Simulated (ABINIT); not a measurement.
Set up this calculation in ABINIT 10.8.3 (patched build), as the native input.

```
Task                : band structure
Functional          : PBE
Potentials or basis : Ansatz NC PBE
Cutoff              : 1252 eV
k mesh              : 10 × 10 × 10
Occupations         : fermi-dirac, width 0.05 eV
Spin                : no spin polarisation
```

MgO:

```
Mg O
1.0
     2.93802    0.00000    0.00000
    -1.46901    2.54440    0.00000
     0.00000    0.00000    2.67968
Mg O
1 1
Direct
  0.00000 0.00000 0.00000
  0.33333 0.66667 0.50000
```

Measurements of this composition are mostly on another form, of space group No. 225.

These files were run (other wordings do the same):

run.abi

```
# Datasets: ground state, then fixed potential
ndtset 2

# Pseudopotentials
pp_dirpath "./"
pseudos "Mg.upf, O.upf"

# Structure
acell 3*1.0 Angstrom
rprim
     2.9380209034     0.0000000000     0.0000000000
    -1.4690104517     2.5444007392     0.0000000000
     0.0000000000     0.0000000000     2.6796800000
ntypat 2
znucl 12 8
natom 2
typat 1 2
xred
     0.0000000000     0.0000000000     0.0000000000
     0.3333333333     0.6666666667     0.5000000000

# Plane-wave basis
ecut 46.0

# Exchange and correlation
ixc 11

# Bands and occupations
occopt 3
tsmear 0.00183747

# SCF cycle
nstep 100

# Output
iomode 3
prtwf 0
prteig 0
prtebands 0
prtden1 1

# Dataset 1
kptopt1 1
ngkpt1 10 10 10
nshiftk1 1
shiftk1 0.0 0.0 0.0
nband1 12
tolvrs1 1.0e-10

# Dataset 2: bands along G-M-K-G-A-L-H-A
iscf2 -2
getden2 1
nband2 18
nbdbuf2 4
tolwfr2 1.0e-11
kptopt2 -7
ndivsm2 5
prteig2 1
kptbounds2
     0.0000000000     0.0000000000     0.0000000000
     0.5000000000     0.0000000000     0.0000000000
     0.3333333333     0.3333333333     0.0000000000
     0.0000000000     0.0000000000     0.0000000000
     0.0000000000     0.0000000000     0.5000000000
     0.5000000000     0.0000000000     0.5000000000
     0.3333333333     0.3333333333     0.5000000000
     0.0000000000     0.0000000000     0.5000000000
```

Potentials or basis: Ansatz NC PBE.

Command:

```console
$ abinit run.abi > log 2>&1
```

Results of the run:

| Property | Result |
| --- | --- |
| Pressure | 0.0 GPa |
| Band gap on the k mesh | 3.03 eV, indirect (least direct gap 3.42 eV) |
| Band gap along the path | 3.02 eV, indirect (least direct gap 3.42 eV) |
| Valence electrons inside the program's atomic spheres | Mg 8.36; O 6.25 |

It took 76 s on 1 thread of Arm Neoverse V1, on a shared host, peak memory 0.11 GiB.
